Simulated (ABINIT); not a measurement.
# NaH in ABINIT: convergence with cutoff

Crystal: NaH.

```
CELL_PARAMETERS angstrom
0.00000 2.44000 2.44000
2.44000 0.00000 2.44000
2.44000 2.44000 0.00000
ATOMIC_POSITIONS crystal
Na 0.00000 0.00000 0.00000
H 0.50000 0.50000 0.50000
```

| Property | Result |
| --- | --- |
| Program | ABINIT 10.8.3 (patched build) |
| Task | single point |
| Functional | LDA |
| Potentials or basis | JTH PAW LDA v2.0 |
| Cutoff | 435 eV |
| k mesh | 9 × 9 × 9 |
| Occupations | fermi-dirac, width 0.05 eV |
| Spin | no spin polarisation |

These are the settings of the first run; the series varies cutoff, with any setting tied to it.

Hardware: 1 thread of Arm Neoverse V2 (shared host).

```tsv
cutoff	energy less the tightest run, at zero smearing (meV/atom)	SCF cycles	CPU time (s)	peak memory (GiB)
16 Ha	95.56	12	5.2	0.09
20 Ha	52.38	12	8.6	0.09
24 Ha	34.36	11	8.8	0.1
28 Ha	13.15	11	11	0.1
34 Ha	2.84	10	14	0.11
40 Ha	2.33	11	20	0.12
46 Ha	1.15	10	20	0.12
54 Ha	0.10	11	31	0.14
64 Ha	0.00	12	41	0.15
```

Against the tightest run, the energy stays within 1 meV/atom from 54 Ha on. The tightest run that finished is the yardstick and may itself not be fully converged.
